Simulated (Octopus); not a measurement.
P:

```
CELL_PARAMETERS angstrom
1.72573 0.99635 3.12968
-1.72573 0.99635 3.12968
0.00000 -1.99270 3.12968
ATOMIC_POSITIONS crystal
P 0.77292 0.77292 0.77292
P 0.22708 0.22708 0.22708
```

This isn't the form of P at room conditions, which is orthorhombic.

| Quantity | Value |
| --- | --- |
| Program | Octopus 16.4 |
| Task | single point |
| Functional | PBE |
| Potentials or basis | pseudodojo_pbe (PseudoDojo 0.5, PBE) |
| Grid spacing | 0.186 Å |
| k mesh | 9 × 9 × 9 |
| Occupations | fermi-dirac, width 0.05 eV |
| Spin | no spin polarisation |

On this cell: largest force 0.254 eV/Å; band gap on the k mesh none (metal or under the smearing width).

The same run follows on a disturbed copy (atoms moved at random, drawn with an rms of 0.05 Å):

```
P
1.0
     1.72573    0.99635    3.12968
    -1.72573    0.99635    3.12968
     0.00000   -1.99270    3.12968
P
2
Direct
  0.76363 0.77121 0.76339
  0.22196 0.22899 0.22684
```

Question: What does the disturbed cell give?

Answer: The energy (extrapolated to zero smearing) moves by -0.6 meV/atom; largest force 0.204 eV/Å; band gap on the k mesh none (metal or under the smearing width).

Forces in eV/Å, atoms in the order of the input:
```
P    0.003 -0.043  0.199
P   -0.003  0.043 -0.199
```
